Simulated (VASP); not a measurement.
# TePb (Fm-3m) in VASP: further runs

TePb is run at these levels: PBEsol; tasks: single point.

Program: VASP 6.6.1. These are calculated values, not measurements. Logs are shortened: lines on timing, memory, paths and dates and some standing lists are left out, and cuts for length are marked.

**What was measured.**

From a printed reference work, monograph, for a bulk crystal of TePb at 4.2 K: band gap 0.19 eV (direct).

The results are compared with them further down.

### 1 The cell of the first run

The structure is cubic, space group Fm-3m (No. 225). The conventional cell has a = 5.981 Å, b = 5.981 Å, c = 5.981 Å, α = 90.00°, β = 90.00°, γ = 90.00°. Within 3.9 Å of Te (site symmetry m-3m) lie 6 Pb at 2.99 Å. Within 3.9 Å of Pb (site symmetry m-3m) lie 6 Te at 2.99 Å.

### 2 Single point, PBEsol (volume scaled by 0.800)

INCAR reads:

```
  PREC = Accurate
  ENCUT = 520
  EDIFF = 1E-6
  ISMEAR = 0
  SIGMA = 0.05
  LREAL = F
  LASPH = T
  NELM = 60
  ALGO = Normal
  ISIF = 2
  LWAVE = F
  LCHARG = F
  GGA = PS
  NBANDS = 17
```

KPOINTS reads:

```
Automatic mesh
0
Gamma
  10 10 10
```

POSCAR reads:

```
TePb
1.0
    0.0000000000      2.9904145690      2.9904145690
    2.9904145690      0.0000000000      2.9904145690
    2.9904145690      2.9904145690      0.0000000000
Te Pb
1 1
Direct
    0.5000000000      0.5000000000      0.5000000000
    0.0000000000      0.0000000000      0.0000000000
```

Potentials or basis: VASP PAW PBE potentials, release 64 (Te, Pb_d).

Launch:

```bash
$ cat potpaw_PBE.64/Te/POTCAR potpaw_PBE.64/Pb_d/POTCAR > POTCAR
$ mpirun -np 1 vasp_std > vasp.out
```

OUTCAR:

```text
PREC = Accurate
   ENCUT = 520
   EDIFF = 1E-6
   ISMEAR = 0
   LREAL = F
   LASPH = T
   NELM = 60
   ISIF = 2
   GGA = PS

 ion  position               nearest neighbor table
   1  0.500  0.500  0.500-   2 2.99   2 2.99   2 2.99   2 2.99   2 2.99   2 2.99
   2  0.000  0.000  0.000-   1 2.99   1 2.99   1 2.99   1 2.99   1 2.99   1 2.99

  LATTYP: Found a face centered cubic cell.
 ALAT       =     5.9808291380

  Lattice vectors:

 A1 = (   0.0000000000,   2.9904145690,   2.9904145690)
 A2 = (   2.9904145690,   0.0000000000,   2.9904145690)
 A3 = (   2.9904145690,   2.9904145690,   0.0000000000)

Analysis of symmetry for initial positions (statically):
=====================================================================
 Subroutine PRICEL returns:
 Original cell was already a primitive cell.

 Routine SETGRP: Setting up the symmetry group for a
 face centered cubic supercell.

 Subroutine GETGRP returns: Found 48 space group operations
 (whereof 48 operations were pure point group operations)
 out of a pool of 48 trial point group operations.

The static configuration has the point symmetry O_h .

Analysis of symmetry for dynamics (positions and initial velocities):
=====================================================================
 Subroutine PRICEL returns:
 Original cell was already a primitive cell.

 Routine SETGRP: Setting up the symmetry group for a
 face centered cubic supercell.

 Subroutine GETGRP returns: Found 48 space group operations
 (whereof 48 operations were pure point group operations)
 out of a pool of 48 trial point group operations.

The dynamic configuration has the point symmetry O_h .

 Subroutine INISYM returns: Found 48 space group operations
 (whereof 48 operations are pure point group operations),
 and found     1 'primitive' translations

----------------------------------------------------------------------------------------

                                     Primitive cell

  volume of cell :      53.4840

  direct lattice vectors                    reciprocal lattice vectors
     0.000000000  2.990414569  2.990414569    -0.167200898  0.167200898  0.167200898
     2.990414569  0.000000000  2.990414569     0.167200898 -0.167200898  0.167200898
     2.990414569  2.990414569  0.000000000     0.167200898  0.167200898 -0.167200898

  length of vectors
     4.229084841  4.229084841  4.229084841     0.289600450  0.289600450  0.289600450

  position of ions in fractional coordinates (direct lattice)
     0.500000000  0.500000000  0.500000000
     0.000000000  0.000000000  0.000000000

  ion indices of the primitive-cell ions
   primitive index   ion index
                 1           1
                 2           2

----------------------------------------------------------------------------------------

 KPOINTS: Automatic mesh

Automatic generation of k-mesh.
 Grid dimensions read from file:
 generate k-points for:   10   10   10

 Generating k-lattice:

  Cartesian coordinates                     Fractional coordinates (reciprocal lattice)
    -0.016720090  0.016720090  0.016720090     0.100000000  0.000000000  0.000000000
     0.016720090 -0.016720090  0.016720090     0.000000000  0.100000000  0.000000000
     0.016720090  0.016720090 -0.016720090     0.000000000  0.000000000  0.100000000

  Length of vectors
     0.028960045  0.028960045  0.028960045

  Shift w.r.t. Gamma in fractional coordinates (k-lattice)
     0.000000000  0.000000000  0.000000000

 Subroutine IBZKPT returns following result:
 ===========================================

 Found     47 irreducible k-points:

 Following reciprocal coordinates:
            Coordinates               Weight
  0.000000  0.000000  0.000000      1.000000
  0.100000  0.000000  0.000000      8.000000
  0.200000  0.000000  0.000000      8.000000
  0.300000  0.000000  0.000000      8.000000
  0.400000  0.000000  0.000000      8.000000
  0.500000  0.000000  0.000000      4.000000
[... 16 lines left out ...]
  0.300000  0.300000  0.000000      6.000000
  0.400000  0.300000  0.000000     24.000000
 [... further k-points ...]
   k-points           NKPTS =     47   k-points in BZ     NKDIM =     47   number of bands    NBANDS=     17
   number of dos      NEDOS =    301   number of ions     NIONS =      2
   total plane-waves  NPLWV =  32768
   dimension x,y,z NGX =    32 NGY =   32 NGZ =   32
   dimension x,y,z NGXF=    64 NGYF=   64 NGZF=   64
   ions per type =               1   1
   NGX,Y,Z   is equivalent  to a cutoff of  12.58, 12.58, 12.58 a.u.
   NGXF,Y,Z  is equivalent  to a cutoff of  25.16, 25.16, 25.16 a.u.
 SYSTEM =  unknown system
   PREC   = accura    normal or accurate (medium, high low for compatibility)
   ISTART =      0    job   : 0-new  1-cont  2-samecut
   ICHARG =      2    charge: 1-file 2-atom 10-const
   ISPIN  =      1    spin polarized calculation?
   LNONCOLLINEAR =      F non collinear calculations
   LSORBIT =      F    spin-orbit coupling
   LASPH  =      T    aspherical Exc in radial PAW
   ENCUT  =  520.0 eV  38.22 Ry    6.18 a.u.   7.86  7.86  7.86*2*pi/ulx,y,z
   NELM   =     60;   NELMIN=  2; NELMDL= -5     # of ELM steps
   EDIFF  = 0.1E-05   stopping-criterion for ELM
   LREAL  =      F    real-space projection
   EDIFFG = 0.1E-04   stopping-criterion for IOM
   NSW    =      0    number of steps for IOM
   IBRION =     -1    ionic relax: 0-MD 1-quasi-New 2-CG
   NFREE  =      0    steps in history (QN), initial steepest desc. (CG)
   ISIF   =      2    stress and relaxation
   ISYM   =      2    0-nonsym 1-usesym 2-fastsym
   POTIM  = 0.5000    time-step for ionic-motion
   TEBEG  =    0.0;   TEEND  =   0.0 temperature during run
   PSTRESS=    0.0 pullay stress
   NELECT =      20.0000    total number of electrons
   NUPDOWN=      -1.0000    fix difference up-down
   EMIN   =  10.00;   EMAX   =-10.00  energy-range for DOS
   EFERMI =   0.00;   METHOD = LEGACY
   ISMEAR =     0;   SIGMA  =   0.05  broadening in eV -4-tet -1-fermi 0-gaus
   EFERMI_NEDOS =   21; number of points for ismear=-14 and -15
   IALGO  =     38    algorithm
   IMIX   =      4    mixing-type and parameters
     AMIX     =   0.40;   BMIX     =  1.00
     AMIX_MAG =   1.60;   BMIX_MAG =  1.00
  volume/ion in A,a.u.               =      26.74       180.46
  Fermi-wavevector in a.u.,A,eV,Ry     =   1.179442  2.228823 18.926854  1.391085
  Thomas-Fermi vector in A             =   2.315753
   LORBIT       =      0    0 simple, 1 ext, 2 COOP (PROOUT), +10 PAW based schemes
   GGA     = PS    functional components
   LHFCALC =     F    Hartree Fock is set to
   AEXX    =    0.0000 exact exchange contribution
   IVDW    =     0    specifies the selected vdW correction
   LEPSILON=     F    determine dielectric tensor
   LRPA    =     F    only Hartree local field effects (RPA)
 non-spin polarized calculation
 Gauss-broadening in eV      SIGMA  =   0.05
  energy-cutoff  :      520.00
  volume of cell :       53.48
 maximum number of plane-waves:      1459
   NGX = 15   NGY = 15   NGZ = 15

 number of electron      20.0000001 magnetization

 Free energy of the ion-electron system (eV)
  ---------------------------------------------------
  ext. energy  EPLUGINS =         0.00000000
  ---------------------------------------------------
  free energy    TOTEN  =        -7.69274707 eV

  energy without entropy =       -7.69252160  energy(sigma->0) =       -7.69263433

 E-fermi :   8.9877     XC(G=0): -10.5472

 val. band max:        8.9861859001   @ k =   0.5000   0.0000   0.0000
 cond. band min:       8.9891829864   @ k =   0.5000   0.0000   0.0000
 fundamental gap:      0.0029970863
 Fermi energy:         8.9876844435

 k-point     1 :       0.0000    0.0000    0.0000
  band No.  band energies     occupation
      1      -8.3869      2.00000
      2      -8.3869      2.00000
      3      -8.3522      2.00000
      4      -8.3522      2.00000
      5      -8.3522      2.00000
      6      -5.4406      2.00000
[... 9 lines left out ...]
     16      14.0094      0.00000
     17      15.0455      0.00000

 k-point     2 :       0.1000    0.0000    0.0000
  band No.  band energies     occupation
      1      -8.3906      2.00000
      2      -8.3906      2.00000
      3      -8.3520      2.00000
      4      -8.3487      2.00000
      5      -8.3487      2.00000
      6      -5.3241      2.00000
[... 9 lines left out ...]
     16      14.2528      0.00000
     17      16.1406      0.00000

 k-point     3 :       0.2000    0.0000    0.0000
  band No.  band energies     occupation
      1      -8.4018      2.00000
      2      -8.4018      2.00000
      3      -8.3521      2.00000
      4      -8.3384      2.00000
      5      -8.3384      2.00000
      6      -4.9786      2.00000
[... 9 lines left out ...]
     16      14.8624      0.00000
     17      18.0908      0.00000

 k-point     4 :       0.3000    0.0000    0.0000
  band No.  band energies     occupation
      1      -8.4167      2.00000
      2      -8.4167      2.00000
      3      -8.3529      2.00000
      4      -8.3244      2.00000
      5      -8.3244      2.00000
      6      -4.4239      2.00000
[... 9 lines left out ...]
     16      15.8028      0.00000
     17      20.3969      0.00000

 k-point     5 :       0.4000    0.0000    0.0000
  band No.  band energies     occupation
      1      -8.4290      2.00000
      2      -8.4290      2.00000
      3      -8.3539      2.00000
      4      -8.3128      2.00000
      5      -8.3128      2.00000
      6      -3.7359      2.00000
[... 9 lines left out ...]
     16      17.0031      0.00000
     17      20.1632      0.00000

 k-point     6 :       0.5000    0.0000    0.0000
  band No.  band energies     occupation
      1      -8.4337      2.00000
      2      -8.4337      2.00000
      3      -8.3545      2.00000
      4      -8.3083      2.00000
      5      -8.3083      2.00000
      6      -3.2966      2.00000
[... 9 lines left out ...]
     16      17.9376      0.00000
     17      18.6820      0.00000

 k-point     7 :       0.1000    0.1000    0.0000
  band No.  band energies     occupation
      1      -8.3999      2.00000
      2      -8.3842      2.00000
      3      -8.3549      2.00000
      4      -8.3464      2.00000
      5      -8.3464      2.00000
      6      -5.2840      2.00000
[... 9 lines left out ...]
     16      14.7540      0.00000
     17      16.2308      0.00000

 k-point     8 :       0.2000    0.1000    0.0000
  band No.  band energies     occupation
      1      -8.4160      2.00000
      2      -8.3870      2.00000
      3      -8.3559      2.00000
      4      -8.3394      2.00000
      5      -8.3369      2.00000
      6      -5.0116      2.00000
[... 9 lines left out ...]
     16      15.4205      0.00000
     17      17.6569      0.00000
[... 203 lines left out ...]
      1      -8.4883      2.00000
      2      -8.4065      2.00000
      3      -8.3509      2.00000
      4      -8.3169      2.00000
      5      -8.3018      2.00000
      6      -3.1575      2.00000
[... 9 lines left out ...]
     16      18.1808      0.00000
     17      19.2870      0.00000

 k-point    20 :      -0.4000    0.2000    0.0000
  band No.  band energies     occupation
      1      -8.4748      2.00000
      2      -8.4186      2.00000
      3      -8.3427      2.00000
      4      -8.3203      2.00000
      5      -8.3060      2.00000
      6      -3.0121      2.00000
[... 9 lines left out ...]
     16      16.8228      0.00000
     17      20.2508      0.00000

 k-point    21 :      -0.3000    0.2000    0.0000
  band No.  band energies     occupation
      1      -8.4509      2.00000
      2      -8.4245      2.00000
      3      -8.3415      2.00000
      4      -8.3224      2.00000
      5      -8.3163      2.00000
      6      -3.5812      2.00000
[... 9 lines left out ...]
     16      17.6669      0.00000
     17      19.0933      0.00000

 k-point    22 :      -0.2000    0.2000    0.0000
  band No.  band energies     occupation
      1      -8.4247      2.00000
      2      -8.4228      2.00000
      3      -8.3471      2.00000
      4      -8.3278      2.00000
      5      -8.3233      2.00000
      6      -4.2250      2.00000
[... 9 lines left out ...]
     16      17.8345      0.00000
     17      18.1743      0.00000

 k-point    23 :       0.3000    0.3000    0.0000
  band No.  band energies     occupation
      1      -8.5094      2.00000
      2      -8.3711      2.00000
      3      -8.3682      2.00000
      4      -8.3099      2.00000
      5      -8.3099      2.00000
      6      -4.0447      2.00000
[... 9 lines left out ...]
     16      18.1821      0.00000
     17      18.1934      0.00000

 k-point    24 :       0.4000    0.3000    0.0000
  band No.  band energies     occupation
      1      -8.5355      2.00000
      2      -8.3715      2.00000
      3      -8.3707      2.00000
      4      -8.3027      2.00000
      5      -8.2996      2.00000
      6      -3.5361      2.00000
[... 9 lines left out ...]
     16      18.6966      0.00000
     17      19.1893      0.00000

 [... further k-points ...]
[... 5 lines left out ...]
  --------------------------------------------------------------------------------------
  -------------------------------------------------------------------------------------
  Total        5.5157665      5.5157665      5.5157665      0.0000000      0.0000000      0.0000000
  in kB      165.2312776    165.2312776    165.2312776      0.0000000      0.0000000      0.0000000
  external PRESSURE =     165.2312776 kB  Pullay stress =       0.0000000 kB

 VOLUME and BASIS-vectors are now :
 -----------------------------------------------------------------------------
  energy-cutoff  :      520.00
  volume of cell :       53.48
      direct lattice vectors                 reciprocal lattice vectors
     0.000000000  2.990414569  2.990414569    -0.167200898  0.167200898  0.167200898
     2.990414569  0.000000000  2.990414569     0.167200898 -0.167200898  0.167200898
     2.990414569  2.990414569  0.000000000     0.167200898  0.167200898 -0.167200898

 POSITION                                       TOTAL-FORCE (eV/Angst)
 -----------------------------------------------------------------------------------
      2.99041      2.99041      2.99041         0.000000      0.000000      0.000000
      0.00000      0.00000      0.00000        -0.000000     -0.000000     -0.000000
 -----------------------------------------------------------------------------------
    total drift:                                0.000000     -0.000000     -0.000000

  FREE ENERGIE OF THE ION-ELECTRON SYSTEM (eV)
  ---------------------------------------------------
  free  energy   TOTEN  =        -7.6927470685 eV

  energy  without entropy=       -7.6925215953  energy(sigma->0) =       -7.69263433
```

Run time: 13 s. Hardware: 1 thread of Intel Xeon 6975P-C (Granite Rapids), shared host; peak memory 0.19 GiB.

What came out:

```
Free energy : -7.6927 eV
Pressure    : 16.5 GPa
```

Levels at points of the mesh, in eV from the Fermi level:
```tsv
k point	band 6	band 7	band 8	band 9	band 10	band 11	band 12	band 13	band 14	band 15
(0.00, 0.00, 0.00)	-14.43	-5.05	-2.47	-2.47	-2.47	4.09	4.09	4.09	5.02	5.02
(0.50, 0.00, 0.00)	-12.28	-10.31	-1.78	-1.78	0.00	0.00	0.39	0.39	8.45	8.95
(0.50, 0.50, 0.00)	-11.68	-7.92	-6.74	-4.47	-4.47	1.95	6.19	6.19	7.92	10.58
```

Caveat: the PAW data sets were made with another functional, which shifts forces and pressure a little; spin-orbit coupling is left out, which moves the levels of the heavy elements.

### 3 Single point, PBEsol (volume scaled by 0.840)

INCAR reads:

```
PREC = Accurate
ENCUT = 520
EDIFF = 1E-6
ISMEAR = 0
SIGMA = 0.05
LREAL = False
LASPH = True
NELM = 80
ALGO = Normal
ISIF = 2
LWAVE = False
LCHARG = True
GGA = PS
LELF = True
LVHAR = True
NBANDS = 17
```

KPOINTS reads:

```
regular mesh
0
Gamma
  10 10 10
```

POSCAR reads:

```
TePb
1.0
    0.0000000000      3.0394464733      3.0394464733
    3.0394464733      0.0000000000      3.0394464733
    3.0394464733      3.0394464733      0.0000000000
Te Pb
1 1
Direct
    0.5000000000      0.5000000000      0.5000000000
    0.0000000000      0.0000000000      0.0000000000
```

Potentials or basis: VASP PAW PBE potentials, release 64 (Te, Pb_d).

Launch:

```bash
$ cat potpaw_PBE.64/Te/POTCAR potpaw_PBE.64/Pb_d/POTCAR > POTCAR
$ mpirun -np 1 vasp_std > vasp.out
```

Run time: 15 s. Hardware: 1 thread of Intel Xeon 6975P-C (Granite Rapids), shared host; peak memory 0.2 GiB.

It converged, with:

```yaml
Free_energy: -7.9270 eV
Pressure: 11.6 GPa
Band_gap_on_the_k_mesh: 0.17 eV, direct
```

Levels at points of the mesh, in eV from the valence-band top:
| k point | band 8 | band 9 | band 10 | band 11 | band 12 | band 13 |
| --- | --- | --- | --- | --- | --- | --- |
| (0.00, 0.00, 0.00) | -2.20 | -2.20 | -2.20 | 4.11 | 4.11 | 4.11 |
| (0.50, 0.00, 0.00) | -1.57 | -1.57 | 0.00 | 0.17 | 0.61 | 0.61 |
| (0.50, 0.50, 0.00) | -6.22 | -4.07 | -4.07 | 2.25 | 6.05 | 6.05 |

Caveat: the PAW data sets were made with another functional, which shifts forces and pressure a little; spin-orbit coupling is left out, which moves the levels of the heavy elements. A k mesh can miss the band edges.

(Continued in part 2 of 3.)
